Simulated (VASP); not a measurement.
Write the native input for VASP 6.6.1 that does the following.

```yaml
Task: single point
Functional: PBEsol
Potentials_or_basis: VASP PAW PBE potentials, release 64 (Ni, Al)
Cutoff: 520 eV
k_mesh: 6 × 6 × 6
Occupations: fermi-dirac, width 0.05 eV
Spin: no spin polarisation
Further_INCAR_settings: ALGO = Normal; EDIFF = 1e-07; NBANDS = 24
```

The structure of AlNi3 lies in POSCAR:

```
AlNi3
1.0
    3.5230547267      0.0000000000      0.0000000000
    0.0000000000      3.5230547267      0.0000000000
    0.0000000000      0.0000000000      3.5230547267
Ni Al
3 1
Direct
    0.5000000000      0.5000000000      0.0000000000
    0.5000000000      0.0000000000      0.5000000000
    0.0000000000      0.5000000000      0.5000000000
    0.0000000000      0.0000000000      0.0000000000
```

The cell is a database's computed one.

These files were run (other wordings do the same):

INCAR

```
  PREC = Accurate
  ENCUT = 520
  EDIFF = 1E-7
  ISMEAR = -1
  SIGMA = 0.05
  LREAL = False
  LASPH = True
  NELM = 100
  ALGO = Normal
  ISIF = 2
  LWAVE = False
  LCHARG = True
  GGA = PS
  LELF = True
  LVHAR = True
  NBANDS = 24
```

KPOINTS

```
regular mesh
0
Gamma
  6 6 6
```

Potentials or basis: VASP PAW PBE potentials, release 64 (Ni, Al).

Launch:

```bash
$ cat potpaw_PBE.64/Ni/POTCAR potpaw_PBE.64/Al/POTCAR > POTCAR
$ mpirun -np 1 vasp_std > vasp.out
```

Results of the run:

```
Pressure               : -0.7 GPa
Band gap on the k mesh : none (metal or under the smearing width)
```

Caveat: the PAW data sets were made with another functional, which shifts forces and pressure a little.

Wall time 11 s on 1 thread of Intel(R) Xeon(R) 6975P-C (Granite Rapids) (shared host), peak memory 0.16 GiB.
